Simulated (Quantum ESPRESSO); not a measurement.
# Fe (P6_3/mmc) in Quantum ESPRESSO: further runs, part 2 of 3

Quantum ESPRESSO 7.5. Earlier steps stand in the parts before.

## (3) Wannier functions, PBEsol, collinear spin, ferromagnetic start

File pw.in:

```
&CONTROL
  calculation = 'scf'
  prefix = 'pwscf'
  outdir = './tmp'
  pseudo_dir = './pseudo'
  tprnfor = .true.
  tstress = .true.
  disk_io = 'low'
/
&SYSTEM
  ibrav = 0
  celldm(1) = 8
  nat = 2
  ntyp = 1
  ecutwfc = 90
  nbnd = 27
  occupations = 'smearing'
  smearing = 'fd'
  degauss = 0.00367493
  nspin = 2
  starting_magnetization(1) = 0.1875
/
&ELECTRONS
  conv_thr = 4d-10
  electron_maxstep = 120
  mixing_beta = 0.3
/
ATOMIC_SPECIES
Fe    55.8450 Fe.upf
CELL_PARAMETERS alat
  0.5749863975497   0.0000000000000   0.0000000000000
 -0.2874931987866   0.4979528271122   0.0000000000000
  0.0000000000000   0.0000000000000   0.9075254921324
ATOMIC_POSITIONS crystal
Fe     0.6666666667    0.3333333333    0.7500000000
Fe     0.3333333333    0.6666666667    0.2500000000
K_POINTS automatic
10 10 6 0 0 0
```

nscf.in is that of step 2.

File pw2wan_up.in:

```
&INPUTPP
  prefix = 'pwscf'
  outdir = './tmp'
  seedname = 'w_up'
  write_mmn = .true.
  write_amn = .true.
  spin_component = 'up'
/
```

File pw2wan_dn.in:

```
&INPUTPP
  prefix = 'pwscf'
  outdir = './tmp'
  seedname = 'w_dn'
  write_mmn = .true.
  write_amn = .true.
  spin_component = 'down'
/
```

bands.in is that of step 2.

Changes to w_up.win since step 2:

```diff
@@ -3,3 +3,3 @@
 guiding_centres = true
-dis_froz_max = 22.84
+dis_froz_max = 23.84
 dis_num_iter = 600
@@ -7,3 +7,3 @@
 dis_conv_tol = 1.0d-9
-num_iter = 1200
+num_iter = 0
 search_shells = 100
```

Changes to w_dn.win since step 2:

```diff
@@ -3,3 +3,3 @@
 guiding_centres = true
-dis_froz_max = 24.84
+dis_froz_max = 23.84
 dis_num_iter = 600
@@ -7,3 +7,3 @@
 dis_conv_tol = 1.0d-9
-num_iter = 1200
+num_iter = 0
 search_shells = 100
```

Potentials or basis: PseudoDojo 0.4.1 SR PBEsol standard.

On the command line:

```sh
$ OMP_NUM_THREADS=1 pw.x -in pw.in > pw.out
$ OMP_NUM_THREADS=1 pw.x -in nscf.in > nscf.out
$ wannier90.x -pp w_up
$ OMP_NUM_THREADS=1 pw2wannier90.x -in pw2wan_up.in > pw2wan_up.out
$ wannier90.x w_up
$ wannier90.x -pp w_dn
$ OMP_NUM_THREADS=1 pw2wannier90.x -in pw2wan_dn.in > pw2wan_dn.out
$ wannier90.x w_dn
$ OMP_NUM_THREADS=1 pw.x -in bands.in > bands.out
```

pw.out:

```text
This program is part of the open-source Quantum ESPRESSO suite
     for quantum simulation of materials; please cite
[... 9 lines left out ...]
     --------------------
     sticks:   dense  smooth     PW     G-vecs:    dense   smooth      PW
     Sum         517     517    163                15319    15319    2575

     Using Slab Decomposition

     bravais-lattice index     =            0
     lattice parameter (alat)  =       8.0000  a.u.
     unit-cell volume          =     133.0377 (a.u.)^3
     number of atoms/cell      =            2
     number of atomic types    =            1
     number of electrons       =        32.00
     number of Kohn-Sham states=           27
     kinetic-energy cutoff     =      90.0000  Ry
     charge density cutoff     =     360.0000  Ry
     scf convergence threshold =      4.0E-10
     mixing beta               =       0.3000
     number of iterations used =            8  plain     mixing
     Exchange-correlation= PBESOL
                           (   1   4  10   8   0   0   0)

     celldm(1)=   8.000000  celldm(2)=   0.000000  celldm(3)=   0.000000
     celldm(4)=   0.000000  celldm(5)=   0.000000  celldm(6)=   0.000000

     crystal axes: (cart. coord. in units of alat)
               a(1) = (   0.574986   0.000000   0.000000 )
               a(2) = (  -0.287493   0.497953   0.000000 )
               a(3) = (   0.000000   0.000000   0.907525 )

     reciprocal axes: (cart. coord. in units 2 pi/alat)
               b(1) = (  1.739172  1.004111 -0.000000 )
               b(2) = (  0.000000  2.008222  0.000000 )
               b(3) = (  0.000000 -0.000000  1.101897 )

     PseudoPot. # 1 for Fe read from file:
     Fe.upf
[... 88 lines left out ...]

     Initial potential from superposition of free atoms

     starting charge      31.9993, renormalised to      32.0000
     Starting wfcs are   20 randomized atomic wfcs +    7 random wfcs

     Self-consistent Calculation

     iteration #  1     ecut=    90.00 Ry     beta= 0.30
     Davidson diagonalization with overlap
     ethr =  1.00E-02,  avg # of iterations =  3.9

     Threshold (ethr) on eigenvalues was too large:
     Diagonalizing with lowered threshold

     Davidson diagonalization with overlap
     ethr =  3.38E-04,  avg # of iterations =  1.3

     total energy              =    -500.78995338 Ry
     estimated scf accuracy    <       0.10922379 Ry
[... 284 lines left out ...]
     iteration # 30     ecut=    90.00 Ry     beta= 0.30
     Davidson diagonalization with overlap
     ethr =  8.94E-12,  avg # of iterations =  2.0

     Magnetic moment per site  (integrated on atomic sphere of radius R)
     atom   1 (R=0.232)  charge= 14.3738  magn= -0.0000
     atom   2 (R=0.232)  charge= 14.3738  magn= -0.0000

     End of self-consistent calculation

     Number of k-points >= 100: set verbosity='high' to print the bands.

     the Fermi energy is    21.8391 ev

!    total energy              =    -500.86624128 Ry
     estimated scf accuracy    <          8.6E-11 Ry
     smearing contrib. (-TS)   =      -0.00175336 Ry
     internal energy E=F+TS    =    -500.86448793 Ry

     The total energy is F=E-TS. E is the sum of the following terms:
     one-electron contribution =    -177.85407170 Ry
     hartree contribution      =     112.26044704 Ry
     xc contribution           =     -70.37437525 Ry
     ewald contribution        =    -364.89648802 Ry

     total magnetization       =    -0.00 Bohr mag/cell
     absolute magnetization    =     0.00 Bohr mag/cell

     convergence has been achieved in  30 iterations

     Forces acting on atoms (cartesian axes, Ry/au):

     atom    1 type  1   force =    -0.00000000    0.00000000    0.00000000
     atom    2 type  1   force =     0.00000000   -0.00000000    0.00000000

     Total force =     0.000000     Total SCF correction =     0.000000

     Computing stress (Cartesian axis) and pressure

          total   stress  (Ry/bohr**3)                   (kbar)     P=      -18.84
  -0.00009477  -0.00000000  -0.00000000          -13.94       -0.00       -0.00
  -0.00000000  -0.00009477  -0.00000000           -0.00      -13.94       -0.00
   0.00000000   0.00000000  -0.00019464            0.00        0.00      -28.63

=------------------------------------------------------------------------------=
   JOB DONE.
=------------------------------------------------------------------------------=
```

Wall time 7.2 min (1 thread of Intel Xeon 6975P-C (Granite Rapids), shared host); peak memory 0.45 GiB.

Results:

```yaml
Free_energy: -6814.6324 eV
Pressure: -1.9 GPa
Band_gap_on_the_k_mesh: none (metal or under the smearing width)
Net_moment: 0.00 μB per cell
Absolute_moment: 0.00 μB per cell
Valence_electrons_inside_the_program's_atomic_spheres: Fe 14.37
Total_Wannier_spread: 69.35 Å² over 36 functions
RMS_miss_of_the_Wannier_bands: 0.042 eV
```

Stress tensor (GPa, compression positive):
```
-1.39  0.00  0.00
 0.00 -1.39  0.00
 0.00  0.00 -2.86
```

Levels at the corners of the path, in eV from the Fermi level:
Spin up:
```csv
point,band 12,band 13,band 14,band 15,band 16,band 17,band 18,band 19,band 20,band 21
Γ,-1.77,-1.63,-1.27,-1.27,-0.91,-0.91,0.42,0.76,0.76,9.07
M,-2.23,-2.09,-1.63,-1.14,0.87,1.11,1.16,2.76,4.95,11.46
K,-3.48,-2.15,-2.15,-0.79,0.64,0.64,0.91,5.75,6.84,6.84
Γ,-1.77,-1.63,-1.27,-1.27,-0.91,-0.91,0.42,0.76,0.76,9.07
A,-2.23,-1.89,-1.89,-1.89,-1.89,0.35,0.35,0.35,0.35,17.38
L,-3.36,-0.70,-0.70,0.05,0.05,1.02,1.02,2.49,2.49,9.49
H,-3.53,-2.38,-2.38,-0.75,-0.75,0.78,0.78,7.13,7.13,8.94
A,-2.23,-1.89,-1.89,-1.89,-1.89,0.35,0.35,0.35,0.35,17.38
L,-3.36,-0.70,-0.70,0.05,0.05,1.02,1.02,2.49,2.49,9.49
M,-2.23,-2.09,-1.63,-1.14,0.87,1.11,1.16,2.76,4.95,11.46
K,-3.48,-2.15,-2.15,-0.79,0.64,0.64,0.91,5.75,6.84,6.84
H,-3.53,-2.38,-2.38,-0.75,-0.75,0.78,0.78,7.13,7.13,8.94
```
Spin down:
| point | band 13 | band 14 | band 15 | band 16 | band 17 | band 18 | band 19 | band 20 |
| --- | --- | --- | --- | --- | --- | --- | --- | --- |
| Γ | -1.63 | -1.27 | -1.27 | -0.91 | -0.91 | 0.42 | 0.76 | 0.76 |
| M | -2.09 | -1.63 | -1.14 | 0.87 | 1.11 | 1.16 | 2.76 | 4.95 |
| K | -2.15 | -2.15 | -0.79 | 0.64 | 0.64 | 0.91 | 5.75 | 6.84 |
| Γ | -1.63 | -1.27 | -1.27 | -0.91 | -0.91 | 0.42 | 0.76 | 0.76 |
| A | -1.89 | -1.89 | -1.89 | -1.89 | 0.35 | 0.35 | 0.35 | 0.35 |
| L | -0.70 | -0.70 | 0.05 | 0.05 | 1.02 | 1.02 | 2.49 | 2.49 |
| H | -2.38 | -2.38 | -0.75 | -0.75 | 0.78 | 0.78 | 7.13 | 7.13 |
| A | -1.89 | -1.89 | -1.89 | -1.89 | 0.35 | 0.35 | 0.35 | 0.35 |
| L | -0.70 | -0.70 | 0.05 | 0.05 | 1.02 | 1.02 | 2.49 | 2.49 |
| M | -2.09 | -1.63 | -1.14 | 0.87 | 1.11 | 1.16 | 2.76 | 4.95 |
| K | -2.15 | -2.15 | -0.79 | 0.64 | 0.64 | 0.91 | 5.75 | 6.84 |
| H | -2.38 | -2.38 | -0.75 | -0.75 | 0.78 | 0.78 | 7.13 | 7.13 |

Spin up: Wannier functions:
```
function  nearest atom  distance (Å)  spread (Å²)  on-site energy from the reference level (eV)
       1          1 Fe          0.03         3.32                                         11.89
       2          1 Fe          0.61         3.51                                         16.84
       3          1 Fe          0.26         3.43                                         16.05
       4          1 Fe          0.25         3.59                                         16.12
       5          1 Fe          0.01         0.57                                         -1.37
       6          1 Fe          0.00         0.58                                         -1.34
       7          1 Fe          0.01         0.57                                         -1.34
       8          1 Fe          0.00         0.58                                         -1.30
       9          1 Fe          0.00         0.57                                         -1.30
      10          2 Fe          0.03         3.34                                         11.90
      11          2 Fe          0.64         3.61                                         16.85
      12          2 Fe          0.26         3.39                                         15.92
      13          2 Fe          0.20         3.79                                         16.11
      14          2 Fe          0.00         0.57                                         -1.37
      15          2 Fe          0.00         0.58                                         -1.34
      16          2 Fe          0.01         0.57                                         -1.34
      17          2 Fe          0.00         0.58                                         -1.29
      18          2 Fe          0.00         0.57                                         -1.30
```
Spin down: Wannier functions:
| function | nearest atom | distance (Å) | spread (Å²) | on-site energy from the reference level (eV) |
| --- | --- | --- | --- | --- |
| 1 | 1 Fe | 0.05 | 3.18 | 12.35 |
| 2 | 1 Fe | 0.91 | 4.47 | 16.98 |
| 3 | 1 Fe | 0.24 | 3.39 | 16.01 |
| 4 | 1 Fe | 0.29 | 3.97 | 16.16 |
| 5 | 1 Fe | 0.01 | 0.56 | -1.37 |
| 6 | 1 Fe | 0.01 | 0.56 | -1.35 |
| 7 | 1 Fe | 0.01 | 0.60 | -1.29 |
| 8 | 1 Fe | 0.00 | 0.58 | -1.30 |
| 9 | 1 Fe | 0.00 | 0.57 | -1.32 |
| 10 | 2 Fe | 0.04 | 3.29 | 12.33 |
| 11 | 2 Fe | 0.82 | 4.32 | 16.73 |
| 12 | 2 Fe | 0.16 | 3.62 | 15.94 |
| 13 | 2 Fe | 0.17 | 3.61 | 16.07 |
| 14 | 2 Fe | 0.01 | 0.57 | -1.36 |
| 15 | 2 Fe | 0.01 | 0.59 | -1.28 |
| 16 | 2 Fe | 0.01 | 0.58 | -1.35 |
| 17 | 2 Fe | 0.00 | 0.57 | -1.32 |
| 18 | 2 Fe | 0.00 | 0.58 | -1.29 |

Parts of the spread (Å²): spin up: invariant 9.44, diagonal 2.051, off-diagonal 22.23, total 33.73; spin down: invariant 9.46, diagonal 3.489, off-diagonal 22.67, total 35.62. Against the direct bands the interpolation misses by 42 meV (root mean square) and 530 meV at most, for states up to 1 eV over the reference level.

Caveat: the starting moments collapsed, and a magnetic state may lie lower.

(Continued in part 3 of 3.)
